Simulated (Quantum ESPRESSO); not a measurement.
Set up this calculation in Quantum ESPRESSO 7.5, as the native input.

```
Task                : phonons and electron-phonon coupling
Functional          : PBEsol
Potentials or basis : GBRV 1.5 PBEsol
Cutoff              : 762 eV
Density cutoff      : 6095 eV
k mesh              : 6 × 6 × 6
Occupations         : methfessel-paxton, width 0.272 eV
Spin                : no spin polarisation
Mixing beta         : 0.5
Most SCF iterations : 120
SCF threshold       : 4e-10 Ry
q mesh              : 2 × 2 × 2
```

The system is TaN.

```
CELL_PARAMETERS angstrom
0.00000 2.21132 2.21132
2.21132 0.00000 2.21132
2.21132 2.21132 0.00000
ATOMIC_POSITIONS crystal
Ta 0.50000 0.50000 0.50000
N 0.00000 0.00000 0.00000
```

The cell comes from a database or a generator and needn't be the stable form of this composition.

The input as run:

pw.in

```
&CONTROL
  calculation = 'scf'
  prefix = 'pwscf'
  outdir = './tmp'
  pseudo_dir = './pseudo'
  tprnfor = .true.
  tstress = .true.
  disk_io = 'low'
/
&SYSTEM
  ibrav = 0
  nat = 2
  ntyp = 2
  ecutwfc = 56
  ecutrho = 448
  nbnd = 15
  occupations = 'smearing'
  smearing = 'mp'
  degauss = 0.01999163
/
&ELECTRONS
  conv_thr = 4d-10
  electron_maxstep = 120
  mixing_beta = 0.5
/
ATOMIC_SPECIES
Ta   180.9479 ta_pbesol_v1.uspp.F.UPF
N     14.0070 n_pbesol_v1.2.uspp.F.UPF
CELL_PARAMETERS angstrom
   0.0000000000    2.2113230000    2.2113230000
   2.2113230000    0.0000000000    2.2113230000
   2.2113230000    2.2113230000    0.0000000000
ATOMIC_POSITIONS crystal
Ta     0.5000000000    0.5000000000    0.5000000000
N      0.0000000000    0.0000000000    0.0000000000
K_POINTS automatic
6 6 6 0 0 0
```

relax.in

```
&CONTROL
  calculation = 'vc-relax'
  prefix = 'pwscf'
  outdir = './tmp'
  pseudo_dir = './pseudo'
  tprnfor = .true.
  tstress = .true.
  disk_io = 'low'
  nstep = 40
  forc_conv_thr = 0.0001
  etot_conv_thr = 1d-06
/
&SYSTEM
  ibrav = 0
  nat = 2
  ntyp = 2
  ecutwfc = 56
  ecutrho = 448
  nbnd = 15
  occupations = 'smearing'
  smearing = 'mp'
  degauss = 0.01999163
/
&ELECTRONS
  conv_thr = 4d-10
  electron_maxstep = 120
  mixing_beta = 0.5
/
&IONS
  ion_dynamics = 'bfgs'
/
&CELL
  cell_dynamics = 'bfgs'
  press = 0
  press_conv_thr = 0.2
/
ATOMIC_SPECIES
Ta   180.9479 ta_pbesol_v1.uspp.F.UPF
N     14.0070 n_pbesol_v1.2.uspp.F.UPF
CELL_PARAMETERS angstrom
   0.0000000000    2.2113230000    2.2113230000
   2.2113230000    0.0000000000    2.2113230000
   2.2113230000    2.2113230000    0.0000000000
ATOMIC_POSITIONS crystal
Ta     0.5000000000    0.5000000000    0.5000000000
N      0.0000000000    0.0000000000    0.0000000000
K_POINTS automatic
6 6 6 0 0 0
```

scf2.in

```
&CONTROL
  calculation = 'scf'
  prefix = 'pwscf'
  outdir = './tmp'
  pseudo_dir = './pseudo'
  tprnfor = .true.
  tstress = .true.
  disk_io = 'low'
/
&SYSTEM
  ibrav = 0
  nat = 2
  ntyp = 2
  ecutwfc = 56
  ecutrho = 448
  nbnd = 15
  occupations = 'smearing'
  smearing = 'mp'
  degauss = 0.01999163
/
&ELECTRONS
  conv_thr = 1d-13
  electron_maxstep = 120
  mixing_beta = 0.5
  startingpot = 'file'
  startingwfc = 'file'
/
ATOMIC_SPECIES
Ta   180.9479 ta_pbesol_v1.uspp.F.UPF
N     14.0070 n_pbesol_v1.2.uspp.F.UPF
CELL_PARAMETERS angstrom
   0.0000000000    2.1889997299    2.1889997299
   2.1889997299    0.0000000000    2.1889997299
   2.1889997299    2.1889997299    0.0000000000
ATOMIC_POSITIONS crystal
Ta     0.5000000000    0.5000000000    0.5000000000
N      0.0000000000    0.0000000000    0.0000000000
K_POINTS automatic
6 6 6 0 0 0
```

dense.in

```
&CONTROL
  calculation = 'scf'
  prefix = 'pwscf'
  outdir = './tmp'
  pseudo_dir = './pseudo'
  tprnfor = .true.
  tstress = .true.
  disk_io = 'low'
/
&SYSTEM
  ibrav = 0
  nat = 2
  ntyp = 2
  ecutwfc = 56
  ecutrho = 448
  nbnd = 15
  occupations = 'smearing'
  smearing = 'mp'
  degauss = 0.01999163
  la2F = .true.
/
&ELECTRONS
  conv_thr = 1d-12
  electron_maxstep = 120
  mixing_beta = 0.5
  startingpot = 'file'
/
ATOMIC_SPECIES
Ta   180.9479 ta_pbesol_v1.uspp.F.UPF
N     14.0070 n_pbesol_v1.2.uspp.F.UPF
CELL_PARAMETERS angstrom
   0.0000000000    2.1889997299    2.1889997299
   2.1889997299    0.0000000000    2.1889997299
   2.1889997299    2.1889997299    0.0000000000
ATOMIC_POSITIONS crystal
Ta     0.5000000000    0.5000000000    0.5000000000
N      0.0000000000    0.0000000000    0.0000000000
K_POINTS automatic
18 18 18 0 0 0
```

scf3.in

```
&CONTROL
  calculation = 'scf'
  prefix = 'pwscf'
  outdir = './tmp'
  pseudo_dir = './pseudo'
  tprnfor = .true.
  tstress = .true.
  disk_io = 'low'
/
&SYSTEM
  ibrav = 0
  nat = 2
  ntyp = 2
  ecutwfc = 56
  ecutrho = 448
  nbnd = 15
  occupations = 'smearing'
  smearing = 'mp'
  degauss = 0.01999163
/
&ELECTRONS
  conv_thr = 1d-12
  electron_maxstep = 120
  mixing_beta = 0.5
  startingpot = 'file'
/
ATOMIC_SPECIES
Ta   180.9479 ta_pbesol_v1.uspp.F.UPF
N     14.0070 n_pbesol_v1.2.uspp.F.UPF
CELL_PARAMETERS angstrom
   0.0000000000    2.1889997299    2.1889997299
   2.1889997299    0.0000000000    2.1889997299
   2.1889997299    2.1889997299    0.0000000000
ATOMIC_POSITIONS crystal
Ta     0.5000000000    0.5000000000    0.5000000000
N      0.0000000000    0.0000000000    0.0000000000
K_POINTS automatic
6 6 6 0 0 0
```

ph.in

```
phonon_bands of TaN
&INPUTPH
  prefix = 'pwscf'
  outdir = './tmp'
  tr2_ph = 1d-18
  fildyn = 'dyn'
  niter_ph = 90
  alpha_mix(1) = 0.4
  ldisp = .true.
  nq1 = 2
  nq2 = 2
  nq3 = 2
  electron_phonon = 'interpolated'
  el_ph_sigma = 0.005
  el_ph_nsigma = 10
  fildvscf = 'dvscf'
/
```

q2r.in

```
&INPUT
  fildyn = 'dyn'
  zasr = 'crystal'
  flfrc = 'fc'
  la2F = .true.
/
```

matdyn.in

```
&INPUT
  asr = 'crystal'
  flfrc = 'fc'
  flfrq = 'freq'
  q_in_cryst_coord = .true.
  flvec = ' '
/
80
 0.0000000000  0.0000000000  0.0000000000
 0.0454545455  0.0000000000  0.0454545455
 0.0909090909  0.0000000000  0.0909090909
 0.1363636364  0.0000000000  0.1363636364
 0.1818181818  0.0000000000  0.1818181818
 0.2272727273  0.0000000000  0.2272727273
 0.2727272727  0.0000000000  0.2727272727
 0.3181818182  0.0000000000  0.3181818182
 0.3636363636  0.0000000000  0.3636363636
 0.4090909091  0.0000000000  0.4090909091
 0.4545454545  0.0000000000  0.4545454545
 0.5000000000  0.0000000000  0.5000000000
 0.5000000000  0.0500000000  0.5500000000
 0.5000000000  0.1000000000  0.6000000000
 0.5000000000  0.1500000000  0.6500000000
 0.5000000000  0.2000000000  0.7000000000
 0.5000000000  0.2500000000  0.7500000000
 0.4687500000  0.2812500000  0.7500000000
 0.4375000000  0.3125000000  0.7500000000
 0.4062500000  0.3437500000  0.7500000000
 0.3750000000  0.3750000000  0.7500000000
 0.3461538462  0.3461538462  0.6923076923
 0.3173076923  0.3173076923  0.6346153846
 0.2884615385  0.2884615385  0.5769230769
 0.2596153846  0.2596153846  0.5192307692
 0.2307692308  0.2307692308  0.4615384615
 0.2019230769  0.2019230769  0.4038461538
 0.1730769231  0.1730769231  0.3461538462
 0.1442307692  0.1442307692  0.2884615385
 0.1153846154  0.1153846154  0.2307692308
 0.0865384615  0.0865384615  0.1730769231
 0.0576923077  0.0576923077  0.1153846154
 0.0288461538  0.0288461538  0.0576923077
 0.0000000000  0.0000000000  0.0000000000
 0.0454545455  0.0454545455  0.0454545455
 0.0909090909  0.0909090909  0.0909090909
 0.1363636364  0.1363636364  0.1363636364
 0.1818181818  0.1818181818  0.1818181818
 0.2272727273  0.2272727273  0.2272727273
 0.2727272727  0.2727272727  0.2727272727
 0.3181818182  0.3181818182  0.3181818182
 0.3636363636  0.3636363636  0.3636363636
 0.4090909091  0.4090909091  0.4090909091
 0.4545454545  0.4545454545  0.4545454545
 0.5000000000  0.5000000000  0.5000000000
 0.5178571429  0.4642857143  0.5178571429
 0.5357142857  0.4285714286  0.5357142857
 0.5535714286  0.3928571429  0.5535714286
 0.5714285714  0.3571428571  0.5714285714
 0.5892857143  0.3214285714  0.5892857143
 0.6071428571  0.2857142857  0.6071428571
 0.6250000000  0.2500000000  0.6250000000
 0.5937500000  0.2500000000  0.6562500000
 0.5625000000  0.2500000000  0.6875000000
 0.5312500000  0.2500000000  0.7187500000
 0.5000000000  0.2500000000  0.7500000000
 0.5000000000  0.2750000000  0.7250000000
 0.5000000000  0.3000000000  0.7000000000
 0.5000000000  0.3250000000  0.6750000000
 0.5000000000  0.3500000000  0.6500000000
 0.5000000000  0.3750000000  0.6250000000
 0.5000000000  0.4000000000  0.6000000000
 0.5000000000  0.4250000000  0.5750000000
 0.5000000000  0.4500000000  0.5500000000
 0.5000000000  0.4750000000  0.5250000000
 0.5000000000  0.5000000000  0.5000000000
 0.4861111111  0.4861111111  0.5277777778
 0.4722222222  0.4722222222  0.5555555556
 0.4583333333  0.4583333333  0.5833333333
 0.4444444444  0.4444444444  0.6111111111
 0.4305555556  0.4305555556  0.6388888889
 0.4166666667  0.4166666667  0.6666666667
 0.4027777778  0.4027777778  0.6944444444
 0.3888888889  0.3888888889  0.7222222222
 0.3750000000  0.3750000000  0.7500000000
 0.6250000000  0.2500000000  0.6250000000
 0.5937500000  0.1875000000  0.5937500000
 0.5625000000  0.1250000000  0.5625000000
 0.5312500000  0.0625000000  0.5312500000
 0.5000000000  0.0000000000  0.5000000000
```

matdyn_dos.in

```
&INPUT
  asr = 'crystal'
  flfrc = 'fc'
  dos = .true.
  fldos = 'phdos'
  nk1 = 9
  nk2 = 9
  nk3 = 9
  deltaE = 1
  flvec = ' '
  flfrq = ' '
/
```

matdyn_a2f.in

```
&INPUT
  asr = 'crystal'
  flfrc = 'fc'
  la2F = .true.
  dos = .true.
  fldos = 'dos2'
  nk1 = 8
  nk2 = 8
  nk3 = 8
  ndos = 60
  el_ph_nsigma = 10
  flfrq = 'dosfreq2'
  flvec = ' '
/
```

matdyn_mesh.in

```
&INPUT
  asr = 'crystal'
  flfrc = 'fc'
  flfrq = 'mesh'
  q_in_cryst_coord = .true.
  flvec = ' '
/
512
 0.06250000  0.06250000  0.06250000
 0.06250000  0.06250000  0.18750000
 0.06250000  0.06250000  0.31250000
[... 509 further points of the even 8 x 8 x 8 mesh, shifted by half a step ...]
```

Potentials or basis: GBRV 1.5 PBEsol.

Launch:

```sh
$ OMP_NUM_THREADS=1 pw.x -in pw.in > pw.out
$ OMP_NUM_THREADS=1 pw.x -in relax.in > relax.out
$ OMP_NUM_THREADS=1 pw.x -in scf2.in > scf2.out
$ OMP_NUM_THREADS=1 pw.x -in dense.in > dense.out
$ OMP_NUM_THREADS=1 pw.x -in scf3.in > scf3.out
$ OMP_NUM_THREADS=1 ph.x -in ph.in > ph.out
$ OMP_NUM_THREADS=1 q2r.x -in q2r.in > q2r.out
$ OMP_NUM_THREADS=1 matdyn.x -in matdyn.in > matdyn.out
$ OMP_NUM_THREADS=1 matdyn.x -in matdyn_dos.in > matdyn_dos.out
$ OMP_NUM_THREADS=1 matdyn.x -in matdyn_a2f.in > matdyn_a2f.out
$ OMP_NUM_THREADS=1 matdyn.x -in matdyn_mesh.in > matdyn_mesh.out
```

It gave:

```yaml
Relaxed_volume: 10.49 Å³/atom
Relaxed_cell: a = 3.096 Å, b = 3.096 Å, c = 3.096 Å, α = 60.00°, β = 60.00°, γ = 60.00°
Space_group_after_relaxing_to_0.05_Å: Fm-3m (No. 225)
Pressure_after_relaxing: 0.0 GPa
Band_gap_on_the_k_mesh: none (metal or under the smearing width)
Highest_phonon_frequency: 580 cm⁻¹
Most_unstable_mode: 385i cm⁻¹
```

Caveat: the k mesh is coarse (spacing up to 0.41 Å⁻¹), so the values aren't converged; the mesh is thin for the phonons of a metal; some modes are imaginary; λ from interpolated matrix elements is rough: modes that symmetry makes equal can differ by tens of percent; the q mesh is small, so phonon branches between its points and thermal values are rough.

Wall time 5.3 min on 1 thread of Intel(R) Xeon(R) 6975P-C (Granite Rapids), on a shared host, peak memory 0.22 GiB.
